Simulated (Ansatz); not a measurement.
Te2Pt (Moncheite) in Ansatz: the effect of functional

Crystal: Te2Pt (Moncheite).

```
CELL_PARAMETERS angstrom
3.92814 0.00000 0.00000
-1.96407 3.40187 0.00000
0.00000 0.00000 5.09483
ATOMIC_POSITIONS crystal
Pt 0.00000 0.00000 0.00000
Te 0.66667 0.33333 0.75000
Te 0.33333 0.66667 0.25000
```

The cell isn't the ideal one: volume scaled by 0.94.

Alike in all runs:

```yaml
Program: Ansatz 0.2.0
Task: single point
Potentials_or_basis: Ansatz PAW
k_mesh: 8 × 8 × 5
Occupations: fermi-dirac, width 0.05 eV
Spin: no spin polarisation
```

```tsv
functional	cutoff	pressure (GPa)	largest force (eV/Å)
LDA	420 eV (not typed: the program's choice for these potentials)	10.7	1.41
PBEsol	420 eV (not typed: the program's choice for these potentials)	13.0	1.58
r2SCAN	500 eV (not typed: the program's choice for these potentials)	?	?
```

Task: What does the run with functional r2SCAN give?

Result: Pressure 16.5 GPa; largest force 1.70 eV/Å.

Caveats: the PAW data sets come from PBE, with cores solved anew for the run's functional, which leaves a small shift of forces and pressure; forces of over 1 eV/Å show positions far from the minimum, so gaps and moduli don't describe the material at rest.

Runs at the PBE level aren't shown here.
